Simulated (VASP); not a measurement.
# W (Im-3m) in VASP: notebook

One crystal, W, is run at these levels: PBE; tasks: relaxation of cell and atoms.

Program: VASP 6.6.1. These are calculated values, not measurements. Logs are shortened: lines on timing, memory, paths and dates and some standing lists are left out, and cuts for length are marked.

### Step 1. Starting point

Symmetry: Im-3m, No. 229, cubic system. Conventional cell: a = 3.165 Å, b = 3.165 Å, c = 3.165 Å, α = 90.00°, β = 90.00°, γ = 90.00°. W (site symmetry m-3m) has 8 W at 2.74 Å as nearest neighbours.

### Step 2. Relaxation of cell and atoms, PBE

Contents of INCAR:

```
SYSTEM = W
PREC = Accurate
ENCUT = 520
EDIFF = 1E-7
ISMEAR = 1
SIGMA = 0.2
LREAL = .False.
LASPH = .True.
NELM = 60
ALGO = Normal
ISIF = 3
LWAVE = .False.
LCHARG = .False.
GGA = PE
IBRION = 2
NSW = 80
EDIFFG = -0.002
```

Contents of KPOINTS:

```
Automatic mesh
0
Gamma
  18 18 18
  0 0 0
```

Contents of POSCAR:

```
W
1.0
   -1.5823450000      1.5823450000      1.5823450000
    1.5823450000     -1.5823450000      1.5823450000
    1.5823450000      1.5823450000     -1.5823450000
W
1
Direct
    0.0000000000      0.0000000000      0.0000000000
```

Potentials or basis: VASP PAW PBE potentials, release 64 (W_sv).

On the command line:

```sh
$ cat potpaw_PBE.64/W_sv/POTCAR > POTCAR
$ mpirun -np 1 vasp_std > vasp.out
```

OUTCAR:

```text
SYSTEM = W
   PREC = Accurate
   ENCUT = 520
   EDIFF = 1E-7
   ISMEAR = 1
   LREAL = .False.
   LASPH = .True.
   NELM = 60
   ISIF = 3
   GGA = PE
   IBRION = 2
   NSW = 80
   EDIFFG = -0.002

 ion  position               nearest neighbor table
   1  0.000  0.000  0.000-

  LATTYP: Found a body centered cubic cell.
 ALAT       =     3.1646900000

  Lattice vectors:

 A1 = (  -1.5823450000,   1.5823450000,   1.5823450000)
 A2 = (   1.5823450000,  -1.5823450000,   1.5823450000)
 A3 = (   1.5823450000,   1.5823450000,  -1.5823450000)

Analysis of symmetry for initial positions (statically):
=====================================================================
 Subroutine PRICEL returns:
 Original cell was already a primitive cell.

 Routine SETGRP: Setting up the symmetry group for a
 body centered cubic supercell.

 Subroutine GETGRP returns: Found 48 space group operations
 (whereof 48 operations were pure point group operations)
 out of a pool of 48 trial point group operations.

The static configuration has the point symmetry O_h .

Analysis of symmetry for dynamics (positions and initial velocities):
=====================================================================
 Subroutine PRICEL returns:
 Original cell was already a primitive cell.

 Routine SETGRP: Setting up the symmetry group for a
 body centered cubic supercell.

 Subroutine GETGRP returns: Found 48 space group operations
 (whereof 48 operations were pure point group operations)
 out of a pool of 48 trial point group operations.

The dynamic configuration has the point symmetry O_h .

 Subroutine INISYM returns: Found 48 space group operations
 (whereof 48 operations are pure point group operations),
 and found     1 'primitive' translations

----------------------------------------------------------------------------------------

                                     Primitive cell

  volume of cell :      15.8476

  direct lattice vectors                    reciprocal lattice vectors
    -1.582345000  1.582345000  1.582345000     0.000000000  0.315986716  0.315986716
     1.582345000 -1.582345000  1.582345000     0.315986716  0.000000000  0.315986716
     1.582345000  1.582345000 -1.582345000     0.315986716  0.315986716  0.000000000

  length of vectors
     2.740701935  2.740701935  2.740701935     0.446872699  0.446872699  0.446872699

  position of ions in fractional coordinates (direct lattice)
     0.000000000  0.000000000  0.000000000

  ion indices of the primitive-cell ions
   primitive index   ion index
                 1           1

----------------------------------------------------------------------------------------

 KPOINTS: Automatic mesh

Automatic generation of k-mesh.
 Grid dimensions read from file:
 generate k-points for:   18   18   18

 Generating k-lattice:

  Cartesian coordinates                     Fractional coordinates (reciprocal lattice)
     0.000000000  0.017554818  0.017554818     0.055555556  0.000000000  0.000000000
     0.017554818  0.000000000  0.017554818     0.000000000  0.055555556  0.000000000
     0.017554818  0.017554818  0.000000000     0.000000000  0.000000000  0.055555556

  Length of vectors
     0.024826261  0.024826261  0.024826261

  Shift w.r.t. Gamma in fractional coordinates (k-lattice)
     0.000000000  0.000000000  0.000000000

 Subroutine IBZKPT returns following result:
 ===========================================

 Found    195 irreducible k-points:

 Following reciprocal coordinates:
            Coordinates               Weight
  0.000000  0.000000  0.000000      1.000000
  0.055556  0.000000  0.000000     12.000000
  0.111111  0.000000  0.000000     12.000000
  0.166667  0.000000  0.000000     12.000000
  0.222222  0.000000  0.000000     12.000000
  0.277778  0.000000  0.000000     12.000000
[... 16 lines left out ...]
  0.333333  0.111111 -0.000000     48.000000
  0.388889  0.111111  0.000000     48.000000
 [... further k-points ...]
   k-points           NKPTS =    195   k-points in BZ     NKDIM =    195   number of bands    NBANDS=     11
   number of dos      NEDOS =    301   number of ions     NIONS =      1
   total plane-waves  NPLWV =   8000
   dimension x,y,z NGX =    20 NGY =   20 NGZ =   20
   dimension x,y,z NGXF=    40 NGYF=   40 NGZF=   40
   ions per type =               1
   NGX,Y,Z   is equivalent  to a cutoff of  12.13, 12.13, 12.13 a.u.
   NGXF,Y,Z  is equivalent  to a cutoff of  24.26, 24.26, 24.26 a.u.
 SYSTEM =  W
   PREC   = accura    normal or accurate (medium, high low for compatibility)
   ISTART =      0    job   : 0-new  1-cont  2-samecut
   ICHARG =      2    charge: 1-file 2-atom 10-const
   ISPIN  =      1    spin polarized calculation?
   LNONCOLLINEAR =      F non collinear calculations
   LSORBIT =      F    spin-orbit coupling
   LASPH  =      T    aspherical Exc in radial PAW
   ENCUT  =  520.0 eV  38.22 Ry    6.18 a.u.   5.10  5.10  5.10*2*pi/ulx,y,z
   NELM   =     60;   NELMIN=  2; NELMDL= -5     # of ELM steps
   EDIFF  = 0.1E-06   stopping-criterion for ELM
   LREAL  =      F    real-space projection
   EDIFFG = -.2E-02   stopping-criterion for IOM
   NSW    =     80    number of steps for IOM
   IBRION =      2    ionic relax: 0-MD 1-quasi-New 2-CG
   NFREE  =      1    steps in history (QN), initial steepest desc. (CG)
   ISIF   =      3    stress and relaxation
   ISYM   =      2    0-nonsym 1-usesym 2-fastsym
   POTIM  = 0.5000    time-step for ionic-motion
   TEBEG  =    0.0;   TEEND  =   0.0 temperature during run
   PSTRESS=    0.0 pullay stress
   NELECT =      14.0000    total number of electrons
   NUPDOWN=      -1.0000    fix difference up-down
   EMIN   =  10.00;   EMAX   =-10.00  energy-range for DOS
   EFERMI =   0.00;   METHOD = LEGACY
   ISMEAR =     1;   SIGMA  =   0.20  broadening in eV -4-tet -1-fermi 0-gaus
   EFERMI_NEDOS =   21; number of points for ismear=-14 and -15
   IALGO  =     38    algorithm
   IMIX   =      4    mixing-type and parameters
     AMIX     =   0.40;   BMIX     =  1.00
     AMIX_MAG =   1.60;   BMIX_MAG =  1.00
  volume/ion in A,a.u.               =      15.85       106.94
  Fermi-wavevector in a.u.,A,eV,Ry     =   1.570832  2.968442 33.572544  2.467512
  Thomas-Fermi vector in A             =   2.672506
   LORBIT       =      0    0 simple, 1 ext, 2 COOP (PROOUT), +10 PAW based schemes
   GGA     = PE    functional components
   LHFCALC =     F    Hartree Fock is set to
   AEXX    =    0.0000 exact exchange contribution
   IVDW    =     0    specifies the selected vdW correction
   LEPSILON=     F    determine dielectric tensor
   LRPA    =     F    only Hartree local field effects (RPA)
 conjugate gradient relaxation of ions
 non-spin polarized calculation
 Methfessel and Paxton  Order N= 1 SIGMA  =   0.20
  energy-cutoff  :      520.00
  volume of cell :       15.85
 maximum number of plane-waves:       440
   NGX = 11   NGY = 11   NGZ = 11

--------------------------------------- Ionic step        1  -------------------------------------------

 number of electron      14.0000004 magnetization

 Free energy of the ion-electron system (eV)
  ---------------------------------------------------
  ext. energy  EPLUGINS =         0.00000000
  ---------------------------------------------------
  free energy    TOTEN  =       -12.94398198 eV

  energy without entropy =      -12.94238294  energy(sigma->0) =      -12.94344897

------------------------ aborting loop because EDIFF is reached ----------------------------------------

  FORCE on cell =-STRESS in cart. coord.  units (eV):
  Direction    XX          YY          ZZ          XY          YZ          ZX
  --------------------------------------------------------------------------------------
  -------------------------------------------------------------------------------------
  Total        0.6157736      0.6157736      0.6157736      0.0000000     -0.0000000      0.0000000
  in kB       62.2541209     62.2541209     62.2541209      0.0000000     -0.0000000      0.0000000
  external PRESSURE =      62.2541209 kB  Pullay stress =       0.0000000 kB

 VOLUME and BASIS-vectors are now :
 -----------------------------------------------------------------------------
  energy-cutoff  :      520.00
  volume of cell :       15.85
      direct lattice vectors                 reciprocal lattice vectors
    -1.582345000  1.582345000  1.582345000     0.000000000  0.315986716  0.315986716
     1.582345000 -1.582345000  1.582345000     0.315986716  0.000000000  0.315986716
     1.582345000  1.582345000 -1.582345000     0.315986716  0.315986716  0.000000000
[... 71 lines left out ...]
 POSITION                                       TOTAL-FORCE (eV/Angst)
 -----------------------------------------------------------------------------------
      0.00000      0.00000     -0.00000         0.000000     -0.000000     -0.000000
 -----------------------------------------------------------------------------------
    total drift:                               -0.000000     -0.000000     -0.000000

  FREE ENERGIE OF THE ION-ELECTRON SYSTEM (eV)
  ---------------------------------------------------
  free  energy   TOTEN  =       -12.9499009222 eV

  energy  without entropy=      -12.9481601426  energy(sigma->0) =      -12.94932066

--------------------------------------- Ionic step        4  -------------------------------------------

 number of electron      14.0000000 magnetization

 Free energy of the ion-electron system (eV)
  ---------------------------------------------------
  ext. energy  EPLUGINS =         0.00000000
  ---------------------------------------------------
  free energy    TOTEN  =       -12.94990670 eV

  energy without entropy =      -12.94817216  energy(sigma->0) =      -12.94932852

 E-fermi :  11.1668     XC(G=0): -13.5316

 val. band max:       11.1619421128   @ k =  -0.2778   0.3333   0.2222
 cond. band min:      11.1783609873   @ k =   0.5000   0.5000   0.2222
 fundamental gap:      0.0164188745
 Fermi energy:        11.1668034462

 k-point     1 :       0.0000    0.0000    0.0000
  band No.  band energies     occupation
      1     -63.0368      2.00000
      2     -26.6268      2.00000
      3     -26.6268      2.00000
      4     -26.6268      2.00000
      5       1.6367      2.00000
      6       9.9725      2.00000
      7       9.9725      2.00000
      8       9.9725      2.00000
      9      13.3855     -0.00000
     10      13.3855     -0.00000
     11      25.6399      0.00000

 k-point     2 :       0.0556    0.0000    0.0000
  band No.  band energies     occupation
      1     -63.0332      2.00000
      2     -26.6661      2.00000
      3     -26.6391      2.00000
      4     -26.6270      2.00000
      5       1.7832      2.00000
      6       9.8834      2.00000
      7       9.9529      2.00000
      8      10.1133      2.00000
      9      13.2423     -0.00000
     10      13.3863     -0.00000
     11      25.7650      0.00000
[... 295 lines left out ...]
 k-point    24 :       0.3889    0.1111    0.0000
  band No.  band energies     occupation
      1     -62.9136      2.00000
      2     -27.7606      2.00000
      3     -27.0534      2.00000
      4     -26.6863      2.00000
      5       5.4422      2.00000
      6       7.8398      2.00000
      7      10.5517      2.00012
      8      13.1511     -0.00000
      9      14.4422     -0.00000
     10      17.4290      0.00000
     11      21.8201      0.00000

 [... further k-points ...]

------------------------ aborting loop because EDIFF is reached ----------------------------------------

  FORCE on cell =-STRESS in cart. coord.  units (eV):
  Direction    XX          YY          ZZ          XY          YZ          ZX
  --------------------------------------------------------------------------------------
  -------------------------------------------------------------------------------------
  Total       -0.0007378     -0.0007378     -0.0007378      0.0000000     -0.0000000      0.0000000
  in kB       -0.0731499     -0.0731499     -0.0731499      0.0000000     -0.0000000      0.0000000
  external PRESSURE =      -0.0731499 kB  Pullay stress =       0.0000000 kB

 VOLUME and BASIS-vectors are now :
 -----------------------------------------------------------------------------
  energy-cutoff  :      520.00
  volume of cell :       16.16
      direct lattice vectors                 reciprocal lattice vectors
    -1.592649907  1.592649907  1.592649907     0.000000000  0.313942190  0.313942190
     1.592649907 -1.592649907  1.592649907     0.313942190  0.000000000  0.313942190
     1.592649907  1.592649907 -1.592649907     0.313942190  0.313942190  0.000000000

 POSITION                                       TOTAL-FORCE (eV/Angst)
 -----------------------------------------------------------------------------------
      0.00000      0.00000     -0.00000         0.000000     -0.000000     -0.000000
 -----------------------------------------------------------------------------------
    total drift:                               -0.000000     -0.000000      0.000000

  FREE ENERGIE OF THE ION-ELECTRON SYSTEM (eV)
  ---------------------------------------------------
  free  energy   TOTEN  =       -12.9499066997 eV

  energy  without entropy=      -12.9481721643  energy(sigma->0) =      -12.94932852

 reached required accuracy - stopping structural energy minimisation
```

It took 54 s on 1 thread of AMD EPYC 7R13 (Zen 3), shared host; peak memory 0.12 GiB.

What came out:

```
Free energy                            : -12.9499 eV
Relaxed volume                         : 16.16 Å³/atom
Relaxed cell                           : a = 2.759 Å, b = 2.759 Å, c = 2.759 Å, α = 109.47°, β = 109.47°, γ = 109.47°
Space group after relaxing (to 0.05 Å) : Im-3m (No. 229)
Energy gained by relaxing              : 5.9 meV/atom
Ionic steps                            : 4
Pressure after relaxing                : 0.0 GPa
Band gap on the k mesh                 : none (metal or under the smearing width)
```

The path:
| step | energy change (eV) | largest force (eV/Å) | pressure (GPa) | volume (Å³) |
| --- | --- | --- | --- | --- |
| 1 | 0.0000 | 0.0000 | 6.23 | 15.85 |
| 2 | 0.0624 | 0.0000 | -17.98 | 17.30 |
| 3 | -0.0059 | 0.0000 | -0.18 | 16.17 |
| 4 | -0.0059 | 0.0000 | -0.01 | 16.16 |

Final structure:
```
W
1.0
    -1.59265    1.59265    1.59265
     1.59265   -1.59265    1.59265
     1.59265    1.59265   -1.59265
W
1
Cartesian
  0.0000 0.0000 0.0000
```

### Step 3. Relaxation of cell and atoms, PBE

This run uses another cell than the first one, of 16.16 Å³/atom, 1.020 times its volume.

INCAR is that of step 2.

KPOINTS is that of step 2.

Contents of POSCAR:

```
W                                       
1.0
   -1.5926499075      1.5926499075      1.5926499075
    1.5926499075     -1.5926499075      1.5926499075
    1.5926499075      1.5926499075     -1.5926499075
  W             
     1
Direct
     0.0000000000000000    0.0000000000000000    0.0000000000000000
```

Potentials or basis: VASP PAW PBE potentials, release 64 (W_sv).

On the command line:

```sh
$ cat potpaw_PBE.64/W_sv/POTCAR > POTCAR
$ mpirun -np 1 vasp_std > vasp.out
```

Run time: 28 s. Hardware: 1 thread of AMD EPYC 7R13 (Zen 3), shared host; peak memory 0.13 GiB.

The run converged. Its results:

| Quantity | Value |
| --- | --- |
| Free energy | -12.9501 eV |
| Pressure after relaxing | 0.0 GPa |
| Band gap on the k mesh | none (metal or under the smearing width) |

Final structure:
```yaml
crystal:
  lattice:
    - [-1.59265, 1.59265, 1.59265]
    - [1.59265, -1.59265, 1.59265]
    - [1.59265, 1.59265, -1.59265]
  atoms:
    - { symbol: W, position: [0.00000, 0.00000, 0.00000] }
```

Levels at points of the mesh, in eV from the Fermi level:
```csv
k point,band 3,band 4,band 5,band 6,band 7,band 8,band 9,band 10,band 11
"(0.00, 0.00, 0.00)",-37.79,-37.79,-9.53,-1.19,-1.19,-1.19,2.22,2.22,14.47
"(0.50, 0.00, 0.00)",-38.19,-37.80,-6.15,-3.47,0.61,2.10,3.06,5.98,10.78
"(0.50, 0.50, 0.50)",-38.64,-38.64,-5.68,-5.68,5.03,5.03,5.03,8.09,8.09
```

Caveat: the relaxation stopped at its first step, so nothing moved.
